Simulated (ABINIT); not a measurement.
# MgS (Niningerite) (Fm-3m) in ABINIT: a series of runs

Runs on MgS (Niningerite). Level: r2SCAN. Tasks: equation of state.

Everything below comes from runs of ABINIT 10.8.3 (patched build). Logs are shortened: lines on timing, memory, paths and dates and some standing lists are left out, and cuts for length are marked. The log counts tension as positive stress, the text compression.

## (1) The crystal as given

It takes space group Fm-3m (No. 225, cubic). Conventional cell: a = 5.203 Å, b = 5.203 Å, c = 5.203 Å, α = 90.00°, β = 90.00°, γ = 90.00°. S (site symmetry m-3m) is surrounded by 6 Mg at 2.60 Å. Around Mg (site symmetry m-3m) lie 6 S at 2.60 Å.

## (2) Equation of state, r2SCAN

run.abi

```
ndtset 7
scalecart1 3*0.9795861087
scalecart2 3*0.9864848297
scalecart3 3*0.9932883884
scalecart4 3*1.0000000000
scalecart5 3*1.0066227096
scalecart6 3*1.0131594038
scalecart7 3*1.0196128224

pp_dirpath "./"
pseudos "S.GGA_PBE-ansatz.xml, Mg.GGA_PBE-ansatz.xml"

acell 3.6792887145 3.6792887145 3.6792887145 Angstrom
rprim
     0.0000000000     0.7071067812     0.7071067812
     0.7071067812     0.0000000000     0.7071067812
     0.7071067812     0.7071067812     0.0000000000
ntypat 2
znucl 16 12
natom 2
typat 1 2
xred
     0.5000000000     0.5000000000     0.5000000000
     0.0000000000     0.0000000000     0.0000000000

ecut 18.0
pawecutdg 36.0
pawovlp 30

kptopt 1
ngkpt 6 6 6
nshiftk 1
shiftk 0.0 0.0 0.0

ixc -497498
usekden 1
pawxcdev 0

nband 12
occopt 3
tsmear 0.00183747

nstep 100
tolvrs 1.0e-7

iomode 3
prtwf 0
prtden 0
prteig 0
prtebands 0
enunit 1
```

Potentials or basis: Ansatz PAW PBE default generated set, frozen core.

Run with:

```sh
$ mpirun --bind-to none -np 4 abinit run.abi > log 2>&1
```

run.abo:

```text
[... set-up lines left out ...]
 ETOT  1  -68.617742721605    -6.862E+01 2.169E+01 9.525E+00
 ETOT  2  -71.527640179999    -2.910E+00 1.274E-01 1.801E+01
 ETOT  3  -71.457433250020     7.021E-02 1.241E-01 5.166E+00
 ETOT  4  -71.444821288193     1.261E-02 1.442E-01 2.012E+00
 ETOT  5  -71.433706283811     1.112E-02 1.851E-02 7.988E-02
 ETOT  6  -71.435618779452    -1.912E-03 2.001E-03 7.592E-02
 ETOT  7  -71.435660300850    -4.152E-05 4.588E-03 4.830E-02
 ETOT  8  -71.435377888645     2.824E-04 5.557E-02 1.461E-03
 ETOT  9  -71.435412579042    -3.469E-05 1.729E-03 8.032E-04
 ETOT 10  -71.435408785281     3.794E-06 4.193E-04 1.319E-05
 ETOT 11  -71.435409017082    -2.318E-07 4.824E-05 1.608E-06
 ETOT 12  -71.435409010674     6.408E-09 6.874E-06 6.384E-07
 ETOT 13  -71.435409007135     3.539E-09 5.154E-06 2.145E-07
 ETOT 14  -71.435409007156    -2.034E-11 1.716E-06 1.167E-08

 At SCF step   14       nres2   =  1.17E-08 < tolvrs=  1.00E-07 =>converged.

Result for kinetic energy density :

--------------------------------------------------------------------------------
 Total kinetic energy density [Ha/Bohr^3]
)     Maximum=    5.2379E-01  at reduced coord.    0.0000    0.0000    0.0000
)     Minimum=    3.6296E-03  at reduced coord.    0.2500    0.2500    0.2500
   Integrated=    6.8624E+00
--------------------------------------------------------------------------------

 Cartesian components of stress tensor (hartree/bohr^3)
  sigma(1 1)= -1.87771812E-04  sigma(3 2)=  0.00000000E+00
  sigma(2 2)= -1.87771812E-04  sigma(3 1)=  0.00000000E+00
  sigma(3 3)= -1.87771812E-04  sigma(2 1)=  0.00000000E+00

--- !ResultsGS
iteration_state: {dtset: 1, }
comment   : Summary of ground state results
lattice_vectors:
- [  0.0000000,   4.8160430,   4.8160430, ]
- [  4.8160430,   0.0000000,   4.8160430, ]
- [  4.8160430,   4.8160430,   0.0000000, ]
lattice_lengths: [   6.81091,    6.81091,    6.81091, ]
lattice_angles: [ 60.000,  60.000,  60.000, ] # degrees, (23, 13, 12)
lattice_volume:   2.2340920E+02
convergence: {deltae: -2.034E-11, res2:  1.167E-08, residm:  1.716E-06, diffor: null, }
etotal    :  -7.14354090E+01
entropy   :   0.00000000E+00
fermie    :   2.18340071E-01
cartesian_stress_tensor: # hartree/bohr^3
- [ -1.87771812E-04,   0.00000000E+00,   0.00000000E+00, ]
- [  0.00000000E+00,  -1.87771812E-04,   0.00000000E+00, ]
- [  0.00000000E+00,   0.00000000E+00,  -1.87771812E-04, ]
pressure_GPa:   5.5244E+00
xred      :
- [  5.0000E-01,   5.0000E-01,   5.0000E-01,  S]
- [  0.0000E+00,   0.0000E+00,   0.0000E+00, Mg]
cartesian_forces: # hartree/bohr
- [ -0.00000000E+00,  -0.00000000E+00,  -0.00000000E+00, ]
- [ -0.00000000E+00,  -0.00000000E+00,  -0.00000000E+00, ]
force_length_stats: {min:   0.00000000E+00, max:   0.00000000E+00, mean:   0.00000000E+00, }
...

 Integrated electronic density in atomic spheres:
 ------------------------------------------------
 Atom  Sphere_radius  Integrated_density
    1        2.49066          5.56885430
    2        2.63806          9.13022388

================================================================================

 ----iterations are completed or convergence reached----

 Mean square residual over all n,k,spin=   10.077E-09; max=  17.157E-07
 reduced coordinates (array xred) for    2 atoms
       0.500000000000      0.500000000000      0.500000000000
       0.000000000000      0.000000000000      0.000000000000
 rms dE/dt=  0.0000E+00; max dE/dt=  0.0000E+00; dE/dt below (all hartree)
    1       0.000000000000      0.000000000000      0.000000000000
    2       0.000000000000      0.000000000000      0.000000000000

 cartesian coordinates (angstrom) at end:
    1      2.54854019971462     2.54854019971462     2.54854019971462
    2      0.00000000000000     0.00000000000000     0.00000000000000

 cartesian forces (hartree/bohr) at end:
    1     -0.00000000000000    -0.00000000000000    -0.00000000000000
    2     -0.00000000000000    -0.00000000000000    -0.00000000000000
 frms,max,avg= 0.0000000E+00 0.0000000E+00   0.000E+00  0.000E+00  0.000E+00 h/b

 cartesian forces (eV/Angstrom) at end:
    1     -0.00000000000000    -0.00000000000000    -0.00000000000000
    2     -0.00000000000000    -0.00000000000000    -0.00000000000000
 frms,max,avg= 0.0000000E+00 0.0000000E+00   0.000E+00  0.000E+00  0.000E+00 e/A
 length scales=  6.952848008548  6.952848008548  6.952848008548 bohr
              =  3.679288714500  3.679288714500  3.679288714500 angstroms
 Fermi (or HOMO) energy (eV) =   5.94134   Average Vxc (eV)= -10.25924
 Eigenvalues (   eV  ) for nkpt=  16  k points:
 kpt#   1, nband= 12, wtk=  0.00463, kpt=  0.0000  0.0000  0.0000 (reduced coord)
 -73.53592  -38.63974  -38.63974  -38.63974   -9.67785    3.88511    3.88511    3.88511
   9.05995   12.31783   12.31783   12.31783
 prteigrs : prtvol=0 or 1, do not print more k-points.

--- !EnergyTerms
iteration_state     : {dtset: 1, }
comment             : Components of total free energy in Hartree
kinetic             :  6.86238161767532E+00
hartree             :  2.14456304199007E+01
xc                  : -4.46622457064690E+00
Ewald energy        : -3.91560659094620E+01
psp_core            :  1.76955165613084E+00
local_psp           : -6.19040785737396E+01
PAW spherical_terms :  4.01338851662035E+00
internal            : -7.14354168435213E+01
'-kT*entropy'       :  1.25327346604707E-15
total_energy        : -7.14354168435213E+01
total_energy_eV     : -1.94385671937171E+03
...
[... 1104 lines left out ...]
 Mean square residual over all n,k,spin=   20.201E-10; max=  27.569E-08
 reduced coordinates (array xred) for    2 atoms
       0.500000000000      0.500000000000      0.500000000000
       0.000000000000      0.000000000000      0.000000000000
 rms dE/dt=  0.0000E+00; max dE/dt=  0.0000E+00; dE/dt below (all hartree)
    1       0.000000000000      0.000000000000      0.000000000000
    2       0.000000000000      0.000000000000      0.000000000000

 cartesian coordinates (angstrom) at end:
    1      2.65267569941285     2.65267569941285     2.65267569941285
    2      0.00000000000000     0.00000000000000     0.00000000000000

 cartesian forces (hartree/bohr) at end:
    1     -0.00000000000000    -0.00000000000000    -0.00000000000000
    2     -0.00000000000000    -0.00000000000000    -0.00000000000000
 frms,max,avg= 0.0000000E+00 0.0000000E+00   0.000E+00  0.000E+00  0.000E+00 h/b

 cartesian forces (eV/Angstrom) at end:
    1     -0.00000000000000    -0.00000000000000    -0.00000000000000
    2     -0.00000000000000    -0.00000000000000    -0.00000000000000
 frms,max,avg= 0.0000000E+00 0.0000000E+00   0.000E+00  0.000E+00  0.000E+00 e/A
 length scales=  6.952848008548  6.952848008548  6.952848008548 bohr
              =  3.679288714500  3.679288714500  3.679288714500 angstroms
 Fermi (or HOMO) energy (eV) =   4.28799   Average Vxc (eV)=  -9.73839
 Eigenvalues (   eV  ) for nkpt=  16  k points:
 kpt#   1, nband= 12, wtk=  0.00463, kpt=  0.0000  0.0000  0.0000 (reduced coord)
 -74.86236  -39.96211  -39.96211  -39.96211  -10.02217    2.83617    2.83617    2.83617
   6.99878   11.35658   11.35658   11.35658
 prteigrs : prtvol=0 or 1, do not print more k-points.

--- !EnergyTerms
iteration_state     : {dtset: 7, }
comment             : Components of total free energy in Hartree
kinetic             :  6.74488230617726E+00
hartree             :  2.21896209300887E+01
xc                  : -4.41324894661056E+00
Ewald energy        : -3.76189249424748E+01
psp_core            :  1.56922505357778E+00
local_psp           : -6.39009175304414E+01
PAW spherical_terms :  3.99378481834494E+00
internal            : -7.14355783113381E+01
'-kT*entropy'       :  1.02529253478688E-15
total_energy        : -7.14355783113381E+01
total_energy_eV     : -1.94386111313484E+03
...

--- !EnergyTermsDC
iteration_state     : {dtset: 7, }
comment             : '"Double-counting" decomposition of free energy'
band_energy         : -1.47885701858339E+01
Ewald energy        : -3.76189249424748E+01
psp_core            :  1.56922505357778E+00
xc_dc               : -2.18837080442745E+01
PAW spherical_terms :  1.28635803156462E+00
internal            : -7.14356200874407E+01
'-kT*entropy'       :  1.02529253478688E-15
total_energy_dc     : -7.14356200874407E+01
total_energy_dc_eV  : -1.94386224992051E+03
...

--- !EnergyTermsWithPAWCore
iteration_state     : {dtset: 7, }
comment             : 'Components of total free energy, including PAW core contributions'
Total energy        : -5.98492970995625E+02
Total energy DC     : -5.98493012771727E+02
Total energy (eV)   : -1.62858233992667E+04
Total energy DC (eV): -1.62858245360523E+04
...

 Cartesian components of stress tensor (hartree/bohr^3)
  sigma(1 1)=  1.42166556E-04  sigma(3 2)=  0.00000000E+00
  sigma(2 2)=  1.42166556E-04  sigma(3 1)=  0.00000000E+00
  sigma(3 3)=  1.42166556E-04  sigma(2 1)=  0.00000000E+00

-Cartesian components of stress tensor (GPa)         [Pressure= -4.1827E+00 GPa]
- sigma(1 1)=  4.18268450E+00  sigma(3 2)=  0.00000000E+00
- sigma(2 2)=  4.18268450E+00  sigma(3 1)=  0.00000000E+00
- sigma(3 3)=  4.18268450E+00  sigma(2 1)=  0.00000000E+00

== END DATASET(S) ==============================================================
================================================================================

 -outvars: echo values of variables after computation  --------
            acell      6.9528480085E+00  6.9528480085E+00  6.9528480085E+00 Bohr
           etotal1    -7.1435409007E+01
           etotal2    -7.1436139056E+01
           etotal3    -7.1436554740E+01
           etotal4    -7.1436683109E+01
           etotal5    -7.1436554383E+01
           etotal6    -7.1436193124E+01
           etotal7    -7.1435620087E+01
            fcart1    -0.0000000000E+00 -0.0000000000E+00 -0.0000000000E+00
                      -0.0000000000E+00 -0.0000000000E+00 -0.0000000000E+00
            fcart2    -0.0000000000E+00 -0.0000000000E+00 -0.0000000000E+00
                      -0.0000000000E+00 -0.0000000000E+00 -0.0000000000E+00
            fcart3    -0.0000000000E+00 -0.0000000000E+00 -0.0000000000E+00
                      -0.0000000000E+00 -0.0000000000E+00 -0.0000000000E+00
            fcart4    -0.0000000000E+00 -0.0000000000E+00 -0.0000000000E+00
                      -0.0000000000E+00 -0.0000000000E+00 -0.0000000000E+00
            fcart5    -0.0000000000E+00 -0.0000000000E+00 -0.0000000000E+00
                      -0.0000000000E+00 -0.0000000000E+00 -0.0000000000E+00
            fcart6    -0.0000000000E+00 -0.0000000000E+00 -0.0000000000E+00
                      -0.0000000000E+00 -0.0000000000E+00 -0.0000000000E+00
            fcart7    -0.0000000000E+00 -0.0000000000E+00 -0.0000000000E+00
                      -0.0000000000E+00 -0.0000000000E+00 -0.0000000000E+00
            rprim1     0.0000000000E+00  6.9267198023E-01  6.9267198023E-01
                       6.9267198023E-01  0.0000000000E+00  6.9267198023E-01
                       6.9267198023E-01  6.9267198023E-01  0.0000000000E+00
            rprim2     0.0000000000E+00  6.9755011263E-01  6.9755011263E-01
                       6.9755011263E-01  0.0000000000E+00  6.9755011263E-01
                       6.9755011263E-01  6.9755011263E-01  0.0000000000E+00
            rprim3     0.0000000000E+00  7.0236095512E-01  7.0236095512E-01
                       7.0236095512E-01  0.0000000000E+00  7.0236095512E-01
                       7.0236095512E-01  7.0236095512E-01  0.0000000000E+00
            rprim4     0.0000000000E+00  7.0710678120E-01  7.0710678120E-01
                       7.0710678120E-01  0.0000000000E+00  7.0710678120E-01
                       7.0710678120E-01  7.0710678120E-01  0.0000000000E+00
            rprim5     0.0000000000E+00  7.1178974407E-01  7.1178974407E-01
                       7.1178974407E-01  0.0000000000E+00  7.1178974407E-01
                       7.1178974407E-01  7.1178974407E-01  0.0000000000E+00
            rprim6     0.0000000000E+00  7.1641188486E-01  7.1641188486E-01
                       7.1641188486E-01  0.0000000000E+00  7.1641188486E-01
                       7.1641188486E-01  7.1641188486E-01  0.0000000000E+00
            rprim7     0.0000000000E+00  7.2097514092E-01  7.2097514092E-01
                       7.2097514092E-01  0.0000000000E+00  7.2097514092E-01
                       7.2097514092E-01  7.2097514092E-01  0.0000000000E+00
           strten1    -1.8777181240E-04 -1.8777181240E-04 -1.8777181240E-04
                       0.0000000000E+00  0.0000000000E+00  0.0000000000E+00
           strten2    -1.1823781827E-04 -1.1823781827E-04 -1.1823781827E-04
                       0.0000000000E+00  0.0000000000E+00  0.0000000000E+00
           strten3    -5.4966232080E-05 -5.4966232080E-05 -5.4966232080E-05
                       0.0000000000E+00  0.0000000000E+00  0.0000000000E+00
           strten4     2.0676377532E-06  2.0676377532E-06  2.0676377532E-06
                       0.0000000000E+00  0.0000000000E+00  0.0000000000E+00
           strten5     5.4017905859E-05  5.4017905859E-05  5.4017905859E-05
                       0.0000000000E+00  0.0000000000E+00  0.0000000000E+00
           strten6     1.0031345076E-04  1.0031345076E-04  1.0031345076E-04
                       0.0000000000E+00  0.0000000000E+00  0.0000000000E+00
           strten7     1.4216655644E-04  1.4216655644E-04  1.4216655644E-04
                       0.0000000000E+00  0.0000000000E+00  0.0000000000E+00
           xangst1     2.5485401997E+00  2.5485401997E+00  2.5485401997E+00
                       0.0000000000E+00  0.0000000000E+00  0.0000000000E+00
           xangst2     2.5664882572E+00  2.5664882572E+00  2.5664882572E+00
                       0.0000000000E+00  0.0000000000E+00  0.0000000000E+00
           xangst3     2.5841887357E+00  2.5841887357E+00  2.5841887357E+00
                       0.0000000000E+00  0.0000000000E+00  0.0000000000E+00
           xangst4     2.6016500000E+00  2.6016500000E+00  2.6016500000E+00
                       0.0000000000E+00  0.0000000000E+00  0.0000000000E+00
           xangst5     2.6188799724E+00  2.6188799724E+00  2.6188799724E+00
                       0.0000000000E+00  0.0000000000E+00  0.0000000000E+00
           xangst6     2.6358861629E+00  2.6358861629E+00  2.6358861629E+00
                       0.0000000000E+00  0.0000000000E+00  0.0000000000E+00
           xangst7     2.6526756994E+00  2.6526756994E+00  2.6526756994E+00
                       0.0000000000E+00  0.0000000000E+00  0.0000000000E+00
             xred      5.0000000000E-01  5.0000000000E-01  5.0000000000E-01
                       0.0000000000E+00  0.0000000000E+00  0.0000000000E+00
 Calculation completed.
```

Run time: 4 min. Hardware: 4 MPI ranks of Arm Neoverse V2, shared host; peak memory 0.92 GiB.

Results:

```
Equilibrium volume                      : 17.60 Å³/atom
Bulk modulus                            : 80 GPa
Pressure derivative of the bulk modulus : 4.1
```

Energy against volume, from the lowest point:
```tsv
volume (Å³/atom)	energy (meV/atom)
16.553	17.34
16.905	7.40
17.257	1.75
17.609	0.00
17.962	1.75
18.314	6.67
18.666	14.46
```

Caveat: pressures at fixed basis lie under the slope of the energies; the PAW data sets were made with another functional, which shifts forces and pressure a little; the atomic spheres overlap.

(Continued in part 2 of 2.)
